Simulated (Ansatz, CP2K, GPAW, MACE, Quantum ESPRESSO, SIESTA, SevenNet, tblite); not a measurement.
## Σ3 (111)[1-10] symmetric tilt boundary in YRh (48 atoms) in CP2K

Wanted: CP2K inputs and outputs for Σ3 (111)[1-10] symmetric tilt boundary in YRh (48 atoms), checked against a plane-wave reference.

Method: the method is named at each step, in CP2K 2026.2.

### 1. The structure

The cell holds 48 atoms: 24 Y and 24 Rh. Its edges and angles: a = 4.818 Å, b = 8.345 Å, c = 24.964 Å, α = 90.0°, β = 90.0°, γ = 90.0°. It derives from YRh (CsCl-type). CsCl-type YRh (a = 3.407 Å); two grains mirrored in (111), tilt axis [1-10], misorientation 109.47 deg; 1 x 1 boundary periods, 2 lattice periods a grain, two boundaries a cell, upper grain shifted by [0, 0] of the boundary cell and opened by 0.68 Å, no atom removed; not relaxed, displaced by a Gaussian of 0.02 Å. Then every atom was moved at random, 0.02 Å r.m.s. a Cartesian component. Regions: lower grain, 24 atoms (12 Y and 12 Rh); upper grain, 24 atoms (12 Y and 12 Rh). The structure's axis is c.

The yardstick, on the same geometry:

* method: Kohn-Sham DFT, PBE, PAW, plane waves (Ansatz 0.2.0); cutoff 420 eV, Γ point, fermi-dirac smearing of 0.05 eV; PAW set soft_2
* r.m.s. force component: 0.4926 eV/Å
* longest force: 2.517 eV/Å
* pressure: -3.761 GPa
* SCF cycles: 10
* time: 12 s on 8 threads of Arm Neoverse N1, shared host
* CPU time: 89 s

### 2. PBE, DZVP-UZH, 600/60 Ry, diagonalisation

Method: Kohn-Sham DFT, PBE, GTH-PBE pseudopotentials, Gaussian and plane waves, DZVP-MOLOPT (UZH set), diagonalisation.

input.inp reads:

```
&GLOBAL
  PROJECT cell
  RUN_TYPE ENERGY_FORCE
  PRINT_LEVEL LOW
&END GLOBAL
&FORCE_EVAL
  METHOD QS
  STRESS_TENSOR ANALYTICAL
  &DFT
    BASIS_SET_FILE_NAME BASIS_MOLOPT_UZH
    POTENTIAL_FILE_NAME POTENTIAL_UZH
    &MGRID
      CUTOFF 600
      REL_CUTOFF 60
      NGRIDS 5
    &END MGRID
    &QS
      EPS_DEFAULT 1.0E-12
    &END QS
    &SCF
      SCF_GUESS ATOMIC
      EPS_SCF 5.0E-06
      MAX_SCF 200
      ADDED_MOS 45
      &DIAGONALIZATION
        ALGORITHM STANDARD
      &END DIAGONALIZATION
      &SMEAR ON
        METHOD FERMI_DIRAC
        ELECTRONIC_TEMPERATURE [K] 580
      &END SMEAR
      &MIXING
        METHOD BROYDEN_MIXING
        ALPHA 0.15
        NBROYDEN 12
      &END MIXING
      &PRINT
        &RESTART OFF
        &END RESTART
      &END PRINT
    &END SCF
    &XC
      &XC_FUNCTIONAL PBE
      &END XC_FUNCTIONAL
    &END XC
    &PRINT
      &MULLIKEN ON
      &END MULLIKEN
      &HIRSHFELD ON
        SHAPE_FUNCTION DENSITY
      &END HIRSHFELD
      &MO ON
        EIGENVALUES T
        OCCUPATION_NUMBERS T
        MO_INDEX_RANGE 325 348
        &EACH
          QS_SCF 0
        &END EACH
        ADD_LAST NUMERIC
      &END MO
    &END PRINT
  &END DFT
  &SUBSYS
    &CELL
      A 4.81823 0.00000 0.00000
      B 0.00000 8.34541 0.00000
      C 0.00000 0.00000 24.96439
    &END CELL
    &COORD
      Y 4.79751 0.01552 0.04618
      Rh 0.00323 0.01160 2.95728
      Y 2.40950 4.17137 24.94442
      Rh 2.40131 4.14416 2.95029
      Y 2.39307 1.44593 1.93224
      Rh 2.40328 1.37683 4.99188
      Y 0.02674 5.57999 1.97718
      Rh 0.02510 5.53743 4.91324
      Y 4.76494 2.76892 3.91492
      Rh 4.81399 2.78002 6.89342
      Y 4.79433 0.01068 5.90782
      Rh 4.81756 8.31437 8.78397
      Y 2.40714 6.96182 3.90243
      Rh 2.46501 6.97559 6.86895
      Y 2.40767 4.21860 5.93653
      Rh 2.40569 4.26409 8.80419
      Y 2.43398 1.39927 7.84980
      Rh 2.43388 1.36406 10.84228
      Y 4.79505 5.53159 7.88101
      Rh 4.78547 5.54135 10.84378
      Y 0.03956 2.82484 9.82174
      Rh 0.03575 2.85096 0.96288
      Y 2.40709 6.97109 9.76133
      Rh 2.45383 6.99504 0.96437
      Y 0.00949 8.30226 12.48594
      Rh 0.00535 0.01936 21.35079
      Y 2.43509 4.15218 12.44749
      Rh 2.39760 4.18898 21.34355
      Y 2.39558 1.38651 22.28946
      Rh 2.36363 1.37441 19.35364
      Y 4.75029 5.54811 22.32291
      Rh 0.02650 5.61204 19.35414
      Y 4.80652 2.78545 20.37294
      Rh 0.01980 2.76867 17.41141
      Y 0.02799 0.01319 18.37803
      Rh 4.80686 8.34399 15.43074
      Y 2.40290 6.92335 20.39516
      Rh 2.44559 6.98052 17.38820
      Y 2.42930 4.19240 18.37579
      Rh 2.45754 4.13198 15.46844
      Y 2.42116 1.37040 16.42757
      Rh 2.37958 1.37390 13.46330
      Y 4.80382 5.57882 16.41234
      Rh 4.80276 5.55938 13.49101
      Y 4.80421 2.75991 14.46262
      Rh 0.01450 2.74314 23.29452
      Y 2.40690 6.98194 14.45114
      Rh 2.41745 6.89765 23.31125
    &END COORD
    &KIND Y
      BASIS_SET DZVP-MOLOPT-PBE-GTH-q11
      POTENTIAL GTH-PBE-q11
    &END KIND
    &KIND Rh
      BASIS_SET DZVP-MOLOPT-PBE-GTH-q17
      POTENTIAL GTH-PBE-q17
    &END KIND
  &END SUBSYS
  &PRINT
    &FORCES ON
    &END FORCES
    &STRESS_TENSOR ON
    &END STRESS_TENSOR
  &END PRINT
&END FORCE_EVAL
```

On the command line:

```bash
> OMP_NUM_THREADS=1 mpirun -np 4 cp2k.psmp -i input.inp > output.txt
```

Numbers of over 12 decimals in the logs are rounded to 6 here.

The log of the run:

```text
CP2K| version string:                                       CP2K version 2026.2
 CP2K| Input file name                                                 input.inp
 GLOBAL| Basis set file name                                    BASIS_MOLOPT_UZH
 GLOBAL| Potential file name                                       POTENTIAL_UZH
 GLOBAL| Run type                                                   ENERGY_FORCE
 GLOBAL| Total number of message passing processes                             4
 GLOBAL| Number of threads for this process                                    1
 TOTAL NUMBERS AND MAXIMUM NUMBERS
  Total number of            - Atomic kinds:                                   2
                             - Atoms:                                         48
                             - Shell sets:                                    48
                             - Shells:                                       384
                             - Primitive Cartesian functions:                336
                             - Cartesian basis functions:                   1488
                             - Spherical basis functions:                   1248
  Maximum angular momentum of- Orbital basis functions:                        3
                             - Local part of the GTH pseudopotential:          4
                             - Non-local part of the GTH pseudopotential:      4
 SCF PARAMETERS         Density guess:                                    ATOMIC
                        max_scf:                                             200
                        eps_scf:                                        5.00E-06
                        added MOs                                        45    0
                        Mixing method:                            BROYDEN_MIXING
                                                charge density mixing in g-space
                        Smear method:                                FERMI_DIRAC
                        Electronic temperature [K]:                        580.0
                        Electronic temperature [a.u.]:                  1.84E-03
                        Accuracy threshold:                             1.00E-10
 Extrapolation method: initial_guess
 Number of electrons:                                                        672
 Number of occupied orbitals:                                                336
 Number of molecular orbitals:                                               381
 Number of orbital functions:                                               1248
 Number of independent orbital functions:                                   1248
 SCF WAVEFUNCTION OPTIMIZATION
  Step     Update method      Time    Convergence         Total energy    Change
     1 NoMix/Diag. 0.15E+00   15.0     1.29937281     -3557.2730805716 -3.56E+03
     2 Broy./Diag. 0.15E+00   21.5     0.18521309     -3498.0898735051  5.92E+01
     3 Broy./Diag. 0.15E+00   21.6     0.05319208     -3525.8854284556 -2.78E+01
     4 Broy./Diag. 0.15E+00   21.6     0.04090430     -3539.1519803033 -1.33E+01
[...]
18 Broy./Diag. 0.15E+00   21.7     0.00000577     -3547.1021502078 -7.13E-04
    19 Broy./Diag. 0.15E+00   21.7     0.00000196     -3547.1024440744 -2.94E-04
  *** SCF run converged in    19 steps ***
  Electronic density on regular grids:       -671.9999999999        0.0000000001
  Core density on regular grids:              671.9999999996       -0.0000000004
  Total charge density on r-space grids:       -0.0000000003
  Total charge density g-space grids:          -0.0000000003
  Overlap energy of the core charge distribution:               1e-14
  Self energy of the core charge distribution:              -6460.259451
  Core Hamiltonian energy:                                   1510.226297
  Hartree energy:                                            1797.569339
  Exchange-correlation energy:                               -394.632361
  Electronic entropic energy:                                  -0.00626767
  Fermi energy:                                                 0.425184
  Total energy:                                             -3547.102444
  Total energy (extrapolated to T->0):                      -3547.099310
 MO| EIGENVALUES AND OCCUPATION NUMBERS
 MO|
 MO|  Index      Eigenvalue [a.u.]        Eigenvalue [eV]             Occupation
 MO|    325               0.395871              10.772194               2.000000
 MO|    326               0.399356              10.867038               1.999998
 MO|    327               0.401868              10.935374               1.999994
[...]
MO|    347               0.464842              12.648981               0.000000
 MO|    348               0.470172              12.794032               0.000000
 MO| Sum:                                                             672.000000
 MO| E(Fermi):            0.425184 a.u.         11.569837 eV
 !-----------------------------------------------------------------------------!
                     Mulliken Population Analysis
 #  Atom  Element  Kind  Atomic population                           Net charge
       1     Y        1         10.755998                              0.244002
       2     Rh       2         17.527083                             -0.527083
       3     Y        1         10.792677                              0.207323
[...]
47     Y        1         10.564623                              0.435377
      48     Rh       2         17.245043                             -0.245043
 # Total charge                            672.000000                  0.000000
 !-----------------------------------------------------------------------------!
 !-----------------------------------------------------------------------------!
                           Hirshfeld Charges
  #Atom  Element  Kind  Ref Charge     Population                    Net charge
      1       Y      1      11.000         10.898                         0.102
      2       Rh     2      17.000         17.035                        -0.035
      3       Y      1      11.000         10.902                         0.098
[...]
47       Y      1      11.000         10.974                         0.026
     48       Rh     2      17.000         17.037                        -0.037
  Total Charge                                                            0.000
 !-----------------------------------------------------------------------------!
 ENERGY| Total FORCE_EVAL ( QS ) energy [hartree]          -3547.102592
 FORCES| Atomic forces [hartree/bohr]
 FORCES|   Atom     x               y               z               |f|
 FORCES|      1  2.75945234E-03  1.83199236E-02 -4.57507843E-02   4.93595831E-02
 FORCES|      2 -5.23595145E-04  5.17651937E-03 -5.78817542E-03   7.78289659E-03
 FORCES|      3  1.62226970E-03  2.16296036E-02 -4.09622053E-02   4.63505532E-02
[...]
FORCES|     47 -5.68051724E-04 -6.59294067E-03 -2.21010998E-04   6.62105696E-03
 FORCES|     48 -2.49412509E-03  1.13490274E-02  1.77456502E-02   2.12115343E-02
 FORCES| Sum     1.16573048E-05  3.78122806E-06  1.18483510E-05
 FORCES| Total atomic force                                       1.70462272E-05
 STRESS| Analytical stress tensor [bar]
 STRESS|                        x                   y                   z
 STRESS|      x       -1.63426939255E+05  -7.67884880456E+02   1.58467983933E+02
 STRESS|      y       -7.67884880456E+02   3.22574603398E+04   5.46086573199E+02
 STRESS|      z        1.58467983933E+02   5.46086573199E+02   2.12272304404E+04
 STRESS| 1/3 Trace                                            -3.66474161583E+04
```

Wall time 8.4 min (4 MPI ranks of Arm Neoverse N1, shared host); peak memory 6.7 GiB.

Banners, paths, timers and routine set-up lines are dropped from the logs unmarked, and long logs keep their key lines alone; longer cuts are marked.

Compared with the plane-wave run:

```yaml
r_m_s_force_component: 0.5024 eV/Å
r_m_s_difference_of_force_components: 23.13 meV/Å
longest_difference_of_force_vectors: 118.2 meV/Å
force_difference_over_r_m_s_force: 4.696 %
slope_of_forces_against_the_reference_s: 1.019
correlation_of_force_components: 0.9991
pressure: -3.665 GPa
pressure_difference: 0.096 GPa
```

Length of the force difference by element (eV/Å):

```tsv
element	atoms	mean	most
Rh	24	0.037	0.12
Y	24	0.028	0.057
```

Local excerpt of 15 atoms (numbers count through the whole input) about Y27, whose charge lies farthest from its element's mean; x, y, z are measured from there.

```tsv
atom	x	y	z	distance (Å)	bonds	Hirshfeld charge (e)	Fx	Fy	Fz (eV/Å)
Y27	0.00	0.00	0.00	0.00	12	0.10	-0.16	-0.66	-1.64
Rh44	2.37	1.41	1.04	2.95	11	-0.06	0.08	0.31	0.02
Rh42	-0.06	-2.78	1.02	2.96	11	-0.06	0.11	0.43	0.18
Rh44	-2.45	1.41	1.04	3.01	11	-0.06	0.08	0.31	0.02
Rh40	0.02	-0.02	3.02	3.02	14	-0.03	-0.22	0.17	-0.32
Rh20	2.35	1.39	-1.60	3.17	11	-0.04	0.10	-0.09	0.62
Rh18	0.00	-2.79	-1.61	3.22	11	-0.04	-0.01	-0.11	0.50
Rh20	-2.47	1.39	-1.60	3.25	11	-0.04	0.10	-0.09	0.62
Y45	2.37	-1.39	2.02	3.41	13	0.03	0.19	0.19	-0.05
Y45	-2.45	-1.39	2.02	3.46	13	0.03	0.19	0.19	-0.05
Y47	-0.03	2.83	2.00	3.47	13	0.03	-0.03	-0.34	-0.01
Rh16	-0.03	0.11	-3.64	3.65	13	-0.04	0.03	-0.83	0.62
Y21	-2.40	-1.33	-2.63	3.79	12	0.05	-0.12	-0.29	0.93
Y21	2.42	-1.33	-2.63	3.81	12	0.05	-0.12	-0.29	0.93
Y23	-0.03	2.82	-2.69	3.89	10	0.04	-0.06	-0.16	1.44
```

Forces lie 4.7 % from the reference's, at 23 times its CPU time (on 4 against 8 cores).

### 3. PBE, TZVP-MOLOPT (SR for Y, Rh), 600/60 Ry, diagonalisation

Method: Kohn-Sham DFT, PBE, GTH-PBE pseudopotentials, Gaussian and plane waves, TZVP-MOLOPT-GTH, diagonalisation.

Edit input.inp of step 2 so:

```diff
@@ -9,4 +9,5 @@
   &DFT
-    BASIS_SET_FILE_NAME BASIS_MOLOPT_UZH
-    POTENTIAL_FILE_NAME POTENTIAL_UZH
+    BASIS_SET_FILE_NAME BASIS_MOLOPT
+    BASIS_SET_FILE_NAME BASIS_MOLOPT_UCL
+    POTENTIAL_FILE_NAME GTH_POTENTIALS
     &MGRID
@@ -23,3 +24,3 @@
       MAX_SCF 200
-      ADDED_MOS 45
+      ADDED_MOS 36
       &DIAGONALIZATION
@@ -54,3 +55,3 @@
         OCCUPATION_NUMBERS T
-        MO_INDEX_RANGE 325 348
+        MO_INDEX_RANGE 229 252
         &EACH
@@ -69,6 +70,31 @@
     &COORD
-[... 48 atom lines left out: the same atoms as in the first run ...]
+      SCALED
+      Y 0.99570 0.00186 0.00185
+      Rh 0.00067 0.00139 0.11846
+      Y 0.50008 0.49984 0.99920
+      Rh 0.49838 0.49658 0.11818
+      Y 0.49667 0.17326 0.07740
+      Rh 0.49879 0.16498 0.19996
+      Y 0.00555 0.66863 0.07920
+      Rh 0.00521 0.66353 0.19681
+      Y 0.98894 0.33179 0.15682
+      Rh 0.99912 0.33312 0.27613
+      Y 0.99504 0.00128 0.23665
+      Rh 0.99986 0.99628 0.35186
+      Y 0.49959 0.83421 0.15632
+      Rh 0.51160 0.83586 0.27515
+      Y 0.49970 0.50550 0.23780
+      Rh 0.49929 0.51095 0.35267
+      Y 0.50516 0.16767 0.31444
+      Rh 0.50514 0.16345 0.43431
+      Y 0.99519 0.66283 0.31569
+      Rh 0.99320 0.66400 0.43437
+[... 24 atom lines left out ...]
+      Y 0.99709 0.33071 0.57933
+      Rh 0.00301 0.32870 0.93311
+      Y 0.49954 0.83662 0.57887
+      Rh 0.50173 0.82652 0.93378
     &END COORD
     &KIND Y
-      BASIS_SET DZVP-MOLOPT-PBE-GTH-q11
+      BASIS_SET TZVP-MOLOPT-SR-GTH-q11
       POTENTIAL GTH-PBE-q11
@@ -76,4 +102,4 @@
     &KIND Rh
-      BASIS_SET DZVP-MOLOPT-PBE-GTH-q17
-      POTENTIAL GTH-PBE-q17
+      BASIS_SET TZVP-MOLOPT-SR-GTH-q9
+      POTENTIAL GTH-PBE-q9
     &END KIND
```

The log of the run:

```text
CP2K| version string:                                       CP2K version 2026.2
 CP2K| Input file name                                                 input.inp
 GLOBAL| Basis set file name                                        BASIS_MOLOPT
 GLOBAL| Potential file name                                      GTH_POTENTIALS
 GLOBAL| Run type                                                   ENERGY_FORCE
 GLOBAL| Total number of message passing processes                             4
 GLOBAL| Number of threads for this process                                    1
 TOTAL NUMBERS AND MAXIMUM NUMBERS
  Total number of            - Atomic kinds:                                   2
                             - Atoms:                                         48
[... lines left out ...]
                        Smear method:                                FERMI_DIRAC
[... lines left out ...]
 Number of electrons:                                                        480
[... lines left out ...]
  Step     Update method      Time    Convergence         Total energy    Change
[... lines left out ...]
  *** SCF run converged in    18 steps ***
[... lines left out ...]
  Fermi energy:                                                 0.332582
  Total energy:                                             -1448.180012
  Total energy (extrapolated to T->0):                      -1448.177335
[... lines left out ...]
 MO| E(Fermi):            0.332582 a.u.          9.050011 eV
[... lines left out ...]
 !-----------------------------------------------------------------------------!
 !-----------------------------------------------------------------------------!
                           Hirshfeld Charges
  #Atom  Element  Kind  Ref Charge     Population                    Net charge
      1       Y      1      11.000         10.862                         0.138
      2       Rh     2       9.000          9.068                        -0.068
      3       Y      1      11.000         10.866                         0.134
[...]
47       Y      1      11.000         10.940                         0.060
     48       Rh     2       9.000          9.076                        -0.076
  Total Charge                                                            0.001
 !-----------------------------------------------------------------------------!
 ENERGY| Total FORCE_EVAL ( QS ) energy [hartree]          -1448.179627
 FORCES| Atomic forces [hartree/bohr]
 FORCES|   Atom     x               y               z               |f|
 FORCES|      1  2.86198725E-03  1.74521041E-02 -4.63160989E-02   4.95776958E-02
 FORCES|      2 -6.20240261E-04  4.71261873E-03 -5.63771514E-03   7.37409691E-03
 FORCES|      3  1.62531399E-03  2.06378925E-02 -4.11848528E-02   4.60950795E-02
[...]
FORCES|     47 -5.04713621E-04 -6.66292487E-03  1.75135065E-04   6.68430819E-03
 FORCES|     48 -2.50391210E-03  9.78052013E-03  1.31245891E-02   1.65584718E-02
 FORCES| Sum     2.14336993E-07 -4.04821532E-06 -2.38755883E-06
 FORCES| Total atomic force                                       4.70472366E-06
 STRESS| Analytical stress tensor [bar]
 STRESS|                        x                   y                   z
 STRESS|      x       -1.58763421019E+05  -7.19011132646E+02   1.71672637643E+02
 STRESS|      y       -7.19011132646E+02   3.07276161238E+04   5.43178381428E+02
 STRESS|      z        1.71672637643E+02   5.43178381428E+02   2.37322838897E+04
 STRESS| 1/3 Trace                                            -3.47678403352E+04
```

The job ended after 10 min (4 MPI ranks; peak memory 8.5 GiB; 41 min of CPU time).

Numbers from this run, and their distance from the reference:

| Property | Result |
| --- | --- |
| r.m.s. force component | 0.4979 eV/Å |
| r.m.s. difference of force components | 37.86 meV/Å |
| longest difference of force vectors | 164.7 meV/Å |
| force difference over r.m.s. force | 7.686 % |
| slope of forces against the reference's | 1.008 |
| correlation of force components | 0.9971 |
| pressure | -3.477 GPa |
| pressure difference | 0.2839 GPa |

Against the first run (4.7 %), the force difference from the reference is 7.7 %, at 1.2 times the CPU time, with 1656 basis functions against 1248; this set comes with other potentials too, so the change isn't the basis's alone.

(Continued in part 2 of 2.)

[Also dropped from logs without a mark: logging warnings of Python, and SIESTA's first energy breakdown and zero terms.]

[Logs are printed without paths, hosts, clocks, repeated set-up lines and the standing remarks that a program may print on its own settings, such as how far it seeks lower states.]

[Hosts, paths, dates, database ids (printed as entryN), source tags and the programs' standing remarks are cut or masked in the printed files.]
